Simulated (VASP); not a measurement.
# KF (Fm-3m) in VASP: notebook

Runs on KF. Level: r2SCAN. Tasks: single point, relaxation of cell and atoms.

All numbers are computed with VASP 6.6.1; they aren't measurements. Logs are shortened: lines on timing, memory, paths and dates and some standing lists are left out, and cuts for length are marked.

## 1. The crystal as given

The structure is cubic, space group Fm-3m (No. 225). Conventional cell: a = 5.318 Å, b = 5.318 Å, c = 5.318 Å, α = 90.00°, β = 90.00°, γ = 90.00°. K (site symmetry m-3m) is surrounded by 6 F at 2.66 Å. F (site symmetry m-3m) has 6 K at 2.66 Å as nearest neighbours.

The cell is a database's computed one.

## 2. Single point, r2SCAN

The input, POSCAR:

```
KF
1.0
    0.0000000000      2.6591595073      2.6591595073
    2.6591595073      0.0000000000      2.6591595073
    2.6591595073      2.6591595073      0.0000000000
K F
1 1
Direct
    0.0000000000      0.0000000000      0.0000000000
    0.5000000000      0.5000000000      0.5000000000
```

The input, INCAR.step1:

```
ALGO = Normal
EDIFF = 1E-4
ENCUT = 520
GGA = PE
ISMEAR = 0
LASPH = True
LCHARG = False
LREAL = False
LWAVE = True
NBANDS = 15
NELM = 100
PREC = Accurate
SIGMA = 0.02
```

The input, INCAR.step2:

```
ALGO = Normal
EDIFF = 1E-6
ENCUT = 520
ISIF = 2
ISMEAR = 0
ISTART = 1
LASPH = True
LCHARG = True
LELF = True
LMIXTAU = True
LREAL = False
LVHAR = True
LWAVE = False
METAGGA = R2SCAN
NBANDS = 15
NELM = 100
PREC = Accurate
SIGMA = 0.02
```

The input, KPOINTS:

```
k-points
0
Gamma
  8 8 8
```

Potentials or basis: VASP PAW PBE potentials, release 64 (K_sv, F).

On the command line:

```sh
$ cat potpaw_PBE.64/K_sv/POTCAR potpaw_PBE.64/F/POTCAR > POTCAR
$ cp INCAR.step1 INCAR
$ mpirun -np 1 vasp_std > vasp.out
$ cp INCAR.step2 INCAR
$ mpirun -np 1 vasp_std > vasp.out
```

OUTCAR:

```text
EDIFF = 1E-6
   ENCUT = 520
   ISIF = 2
   ISMEAR = 0
   ISTART = 1
   LASPH = True
   LREAL = False
   METAGGA = R2SCAN
   NELM = 100
   PREC = Accurate

 ion  position               nearest neighbor table
   1  0.000  0.000  0.000-   2 2.66   2 2.66   2 2.66   2 2.66   2 2.66   2 2.66
   2  0.500  0.500  0.500-   1 2.66   1 2.66   1 2.66   1 2.66   1 2.66   1 2.66

  LATTYP: Found a face centered cubic cell.
 ALAT       =     5.3183190146

  Lattice vectors:

 A1 = (   0.0000000000,   2.6591595073,   2.6591595073)
 A2 = (   2.6591595073,   0.0000000000,   2.6591595073)
 A3 = (   2.6591595073,   2.6591595073,   0.0000000000)

Analysis of symmetry for initial positions (statically):
=====================================================================
 Subroutine PRICEL returns:
 Original cell was already a primitive cell.

 Routine SETGRP: Setting up the symmetry group for a
 face centered cubic supercell.

 Subroutine GETGRP returns: Found 48 space group operations
 (whereof 48 operations were pure point group operations)
 out of a pool of 48 trial point group operations.

The static configuration has the point symmetry O_h .

Analysis of symmetry for dynamics (positions and initial velocities):
=====================================================================
 Subroutine PRICEL returns:
 Original cell was already a primitive cell.

 Routine SETGRP: Setting up the symmetry group for a
 face centered cubic supercell.

 Subroutine GETGRP returns: Found 48 space group operations
 (whereof 48 operations were pure point group operations)
 out of a pool of 48 trial point group operations.

The dynamic configuration has the point symmetry O_h .

 Subroutine INISYM returns: Found 48 space group operations
 (whereof 48 operations are pure point group operations),
 and found     1 'primitive' translations

----------------------------------------------------------------------------------------

                                     Primitive cell

  volume of cell :      37.6065

  direct lattice vectors                    reciprocal lattice vectors
     0.000000000  2.659159507  2.659159507    -0.188029337  0.188029337  0.188029337
     2.659159507  0.000000000  2.659159507     0.188029337 -0.188029337  0.188029337
     2.659159507  2.659159507  0.000000000     0.188029337  0.188029337 -0.188029337

  length of vectors
     3.760619440  3.760619440  3.760619440     0.325676366  0.325676366  0.325676366

  position of ions in fractional coordinates (direct lattice)
     0.000000000  0.000000000  0.000000000
     0.500000000  0.500000000  0.500000000

  ion indices of the primitive-cell ions
   primitive index   ion index
                 1           1
                 2           2

----------------------------------------------------------------------------------------

 KPOINTS: k-points

Automatic generation of k-mesh.
 Grid dimensions read from file:
 generate k-points for:    8    8    8

 Generating k-lattice:

  Cartesian coordinates                     Fractional coordinates (reciprocal lattice)
    -0.023503667  0.023503667  0.023503667     0.125000000  0.000000000  0.000000000
     0.023503667 -0.023503667  0.023503667     0.000000000  0.125000000  0.000000000
     0.023503667  0.023503667 -0.023503667     0.000000000  0.000000000  0.125000000

  Length of vectors
     0.040709546  0.040709546  0.040709546

  Shift w.r.t. Gamma in fractional coordinates (k-lattice)
     0.000000000  0.000000000  0.000000000

 Subroutine IBZKPT returns following result:
 ===========================================

 Found     29 irreducible k-points:

 Following reciprocal coordinates:
            Coordinates               Weight
  0.000000  0.000000  0.000000      1.000000
  0.125000  0.000000  0.000000      8.000000
  0.250000  0.000000  0.000000      8.000000
  0.375000  0.000000  0.000000      8.000000
  0.500000  0.000000  0.000000      4.000000
  0.125000  0.125000  0.000000      6.000000
[... 16 lines left out ...]
  0.500000  0.250000  0.125000     48.000000
 -0.375000  0.250000  0.125000     24.000000
 [... further k-points ...]
   k-points           NKPTS =     29   k-points in BZ     NKDIM =     29   number of bands    NBANDS=     15
   number of dos      NEDOS =    301   number of ions     NIONS =      2
   total plane-waves  NPLWV =  21952
   dimension x,y,z NGX =    28 NGY =   28 NGZ =   28
   dimension x,y,z NGXF=    56 NGYF=   56 NGZF=   56
   ions per type =               1   1
   NGX,Y,Z   is equivalent  to a cutoff of  12.38, 12.38, 12.38 a.u.
   NGXF,Y,Z  is equivalent  to a cutoff of  24.76, 24.76, 24.76 a.u.
 SYSTEM =  unknown system
   PREC   = accura    normal or accurate (medium, high low for compatibility)
   ISTART =      1    job   : 0-new  1-cont  2-samecut
   ICHARG =      0    charge: 1-file 2-atom 10-const
   ISPIN  =      1    spin polarized calculation?
   LNONCOLLINEAR =      F non collinear calculations
   LSORBIT =      F    spin-orbit coupling
   LASPH  =      T    aspherical Exc in radial PAW
   ENCUT  =  520.0 eV  38.22 Ry    6.18 a.u.   6.99  6.99  6.99*2*pi/ulx,y,z
   NELM   =    100;   NELMIN=  2; NELMDL=  0     # of ELM steps
   EDIFF  = 0.1E-05   stopping-criterion for ELM
   LREAL  =      F    real-space projection
   EDIFFG = 0.1E-04   stopping-criterion for IOM
   NSW    =      0    number of steps for IOM
   IBRION =     -1    ionic relax: 0-MD 1-quasi-New 2-CG
   NFREE  =      0    steps in history (QN), initial steepest desc. (CG)
   ISIF   =      2    stress and relaxation
   ISYM   =      2    0-nonsym 1-usesym 2-fastsym
   POTIM  = 0.5000    time-step for ionic-motion
   TEBEG  =    0.0;   TEEND  =   0.0 temperature during run
   PSTRESS=    0.0 pullay stress
   NELECT =      16.0000    total number of electrons
   NUPDOWN=      -1.0000    fix difference up-down
   EMIN   =  10.00;   EMAX   =-10.00  energy-range for DOS
   EFERMI =   0.00;   METHOD = LEGACY
   ISMEAR =     0;   SIGMA  =   0.02  broadening in eV -4-tet -1-fermi 0-gaus
   EFERMI_NEDOS =   21; number of points for ismear=-14 and -15
   IALGO  =     38    algorithm
   IMIX   =      4    mixing-type and parameters
     AMIX     =   0.40;   BMIX     =  1.00
     AMIX_MAG =   1.60;   BMIX_MAG =  1.00
  volume/ion in A,a.u.               =      18.80       126.89
  Fermi-wavevector in a.u.,A,eV,Ry     =   1.231290  2.326801 20.627462  1.516076
  Thomas-Fermi vector in A             =   2.366106
   LORBIT       =      0    0 simple, 1 ext, 2 COOP (PROOUT), +10 PAW based schemes
   METAGGA = R2SCAN    functional components
   LHFCALC =     F    Hartree Fock is set to
   AEXX    =    0.0000 exact exchange contribution
   IVDW    =     0    specifies the selected vdW correction
   LEPSILON=     F    determine dielectric tensor
   LRPA    =     F    only Hartree local field effects (RPA)
 non-spin polarized calculation
 Gauss-broadening in eV      SIGMA  =   0.02
  energy-cutoff  :      520.00
  volume of cell :       37.61
 maximum number of plane-waves:      1036
   NGX = 13   NGY = 13   NGZ = 13

 number of electron      16.0000010 magnetization

 Free energy of the ion-electron system (eV)
  ---------------------------------------------------
  ext. energy  EPLUGINS =         0.00000000
  ---------------------------------------------------
  free energy    TOTEN  =       -14.97291413 eV

  energy without entropy =      -14.97291413  energy(sigma->0) =      -14.97291413

 E-fermi :  -3.1630     XC(G=0):  -8.9706

 val. band max:       -3.3125810584   @ k =   0.0000   0.0000   0.0000
 cond. band min:       3.5939179244   @ k =   0.0000   0.0000   0.0000
 fundamental gap:      6.9064989828
 Fermi energy:        -3.1630184451

 k-point     1 :       0.0000    0.0000    0.0000
  band No.  band energies     occupation
      1     -30.3961      2.00000
      2     -23.1090      2.00000
      3     -12.8710      2.00000
      4     -12.8710      2.00000
      5     -12.8710      2.00000
      6      -3.3126      2.00000
      7      -3.3126      2.00000
      8      -3.3126      2.00000
      9       3.5939      0.00000
     10       8.1794      0.00000
     11       8.1794      0.00000
     12       8.1794      0.00000
     13      10.0605      0.00000
     14      10.0605      0.00000
     15      13.9750      0.00000

 k-point     2 :       0.1250    0.0000    0.0000
  band No.  band energies     occupation
      1     -30.3814      2.00000
      2     -23.1230      2.00000
      3     -12.9130      2.00000
      4     -12.8764      2.00000
      5     -12.8764      2.00000
      6      -3.4479      2.00000
      7      -3.3652      2.00000
      8      -3.3652      2.00000
      9       4.0315      0.00000
     10       7.8786      0.00000
     11       8.3992      0.00000
     12       8.3992      0.00000
     13      10.2106      0.00000
     14      10.2106      0.00000
     15      14.8066      0.00000

 k-point     3 :       0.2500    0.0000    0.0000
  band No.  band energies     occupation
      1     -30.3457      2.00000
      2     -23.1559      2.00000
      3     -13.0133      2.00000
      4     -12.8892      2.00000
      5     -12.8892      2.00000
      6      -3.7388      2.00000
      7      -3.4897      2.00000
      8      -3.4897      2.00000
      9       5.1197      0.00000
     10       7.4781      0.00000
     11       8.9490      0.00000
     12       8.9490      0.00000
     13      10.6722      0.00000
     14      10.6722      0.00000
     15      16.1109      0.00000

 k-point     4 :       0.3750    0.0000    0.0000
  band No.  band energies     occupation
      1     -30.3095      2.00000
      2     -23.1894      2.00000
      3     -13.1124      2.00000
      4     -12.9018      2.00000
      5     -12.9018      2.00000
      6      -3.9936      2.00000
      7      -3.6107      2.00000
      8      -3.6107      2.00000
      9       6.1581      0.00000
     10       7.6062      0.00000
     11       9.4819      0.00000
     12       9.4820      0.00000
     13      11.4722      0.00000
     14      11.4722      0.00000
     15      15.0478      0.00000
[... 307 lines left out ...]
 k-point    22 :       0.3750    0.2500    0.1250
  band No.  band energies     occupation
      1     -30.3214      2.00000
      2     -23.1612      2.00000
      3     -13.0539      2.00000
      4     -13.0223      2.00000
      5     -12.9211      2.00000
      6      -3.8345      2.00000
      7      -3.5244      2.00000
      8      -3.3861      2.00000
      9       5.8319      0.00000
     10       6.7865      0.00000
     11       9.4932      0.00000
     12       9.6222      0.00000
     13      10.6991      0.00000
     14      11.1530      0.00000
     15      16.3217      0.00000

 k-point    23 :       0.5000    0.2500    0.1250
  band No.  band energies     occupation
      1     -30.2938      2.00000
      2     -23.1756      2.00000
      3     -13.1551      2.00000
      4     -13.0761      2.00000
      5     -12.9365      2.00000
      6      -3.8646      2.00000
      7      -3.6093      2.00000
      8      -3.4661      2.00000
      9       6.6083      0.00000
     10       7.0321      0.00000
     11       9.3969      0.00000
     12      10.1804      0.00000
     13      11.2366      0.00000
     14      12.2145      0.00000
     15      14.1760      0.00000

 k-point    24 :      -0.3750    0.2500    0.1250
  band No.  band energies     occupation
      1     -30.2823      2.00000
      2     -23.1813      2.00000
      3     -13.2007      2.00000
      4     -13.0928      2.00000
      5     -12.9444      2.00000
      6      -3.8708      2.00000
      7      -3.5880      2.00000
      8      -3.5623      2.00000
      9       6.7508      0.00000
     10       7.4678      0.00000
     11       9.3595      0.00000
     12      10.3602      0.00000
     13      11.7271      0.00000
     14      12.7659      0.00000
     15      13.2203      0.00000

 [... further k-points ...]

------------------------ aborting loop because EDIFF is reached ----------------------------------------

  FORCE on cell =-STRESS in cart. coord.  units (eV):
  Direction    XX          YY          ZZ          XY          YZ          ZX
  --------------------------------------------------------------------------------------
  -------------------------------------------------------------------------------------
  Total       -0.0097579     -0.0097579     -0.0097579      0.0000000      0.0000000      0.0000000
  in kB       -0.4157217     -0.4157217     -0.4157217      0.0000000      0.0000000      0.0000000
  external PRESSURE =      -0.4157217 kB  Pullay stress =       0.0000000 kB

 VOLUME and BASIS-vectors are now :
 -----------------------------------------------------------------------------
  energy-cutoff  :      520.00
  volume of cell :       37.61
      direct lattice vectors                 reciprocal lattice vectors
     0.000000000  2.659159507  2.659159507    -0.188029337  0.188029337  0.188029337
     2.659159507  0.000000000  2.659159507     0.188029337 -0.188029337  0.188029337
     2.659159507  2.659159507  0.000000000     0.188029337  0.188029337 -0.188029337

 POSITION                                       TOTAL-FORCE (eV/Angst)
 -----------------------------------------------------------------------------------
      0.00000      0.00000      0.00000         0.000000     -0.000000     -0.000000
      2.65916      2.65916      2.65916        -0.000000      0.000000      0.000000
 -----------------------------------------------------------------------------------
    total drift:                                0.000000      0.000000      0.000000

  FREE ENERGIE OF THE ION-ELECTRON SYSTEM (eV)
  ---------------------------------------------------
  free  energy   TOTEN  =       -14.9729141324 eV

  energy  without entropy=      -14.9729141324  energy(sigma->0) =      -14.97291413
```

It took 65 s on 1 thread of Intel Xeon Platinum 8259CL at 2.50GHz (Skylake/Cascade Lake), shared host; peak memory 0.17 GiB.

Results:

| Item | Value |
| --- | --- |
| Free energy | -14.9729 eV |
| Pressure | 0.0 GPa |
| Band gap on the k mesh | 6.91 eV, direct |

Levels at points of the mesh, in eV from the valence-band top:
```tsv
k point	band 4	band 5	band 6	band 7	band 8	band 9	band 10	band 11	band 12	band 13
(0.00, 0.00, 0.00)	-9.56	-9.56	0.00	0.00	0.00	6.91	11.49	11.49	11.49	13.37
(0.50, 0.00, 0.00)	-9.59	-9.59	-0.78	-0.35	-0.35	9.74	11.35	12.99	12.99	15.38
(0.50, 0.50, 0.00)	-9.78	-9.78	-0.20	-0.05	-0.05	8.78	11.31	12.54	14.70	15.22
```

Caveat: the PAW data sets were made with another functional, which shifts forces and pressure a little.

(Part 1 of 2 ends here.)
